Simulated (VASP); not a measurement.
# CdTe: single point with HSE06

**The experiment to reproduce.**

From a printed reference work, data compilation, for a bulk crystal of CdTe at 0 K: band gap 1.607 eV.

CdTe:

```
Cd Te
1.0
     0.00000    3.28667    3.28667
     3.28667    0.00000    3.28667
     3.28667    3.28667    0.00000
Cd Te
1 1
Direct
  0.00000 0.00000 0.00000
  0.25000 0.25000 0.25000
```

* Program: VASP 6.6.1
* Task: single point
* Functional: HSE06
* Potentials or basis: VASP PAW PBE potentials, release 64 (Cd, Te)
* Cutoff: 520 eV
* k mesh: 4 × 4 × 4
* Occupations: fermi-dirac, width 0.02 eV
* Spin: no spin polarisation

```json
{"Pressure": "0.0 GPa", "Band gap on the k mesh": "1.42 eV, direct"}
```

Levels at points of the mesh, in eV from the valence-band top:
```
           k point  band 6  band 7  band 8  band 9  band 10  band 11  band 12  band 13
(0.00, 0.00, 0.00)   -9.24    0.00    0.00    0.00     1.42     5.49     5.49     5.49
(0.50, 0.00, 0.00)   -8.83   -4.48   -0.76   -0.76     2.57     6.06     6.06     7.93
(0.50, 0.50, 0.00)   -8.66   -4.38   -1.85   -1.85     3.36     3.47     9.73    10.14
```

Wall time 7.9 min on 1 thread of Intel(R) Xeon(R) 6975P-C (Granite Rapids), on a shared host, peak memory 0.32 GiB.

Against the measured gap of CdTe, 1.607 eV (0 K; a printed reference work, data compilation), the calculated 1.42 eV is off by -0.18 eV. Spin-orbit coupling on Cd, Te is left out. The value is that of HSE06, without temperature or zero-point motion.

Caveat: the PAW data sets were made with another functional, which shifts forces and pressure a little; spin-orbit coupling is left out, which moves the levels of the heavy elements.
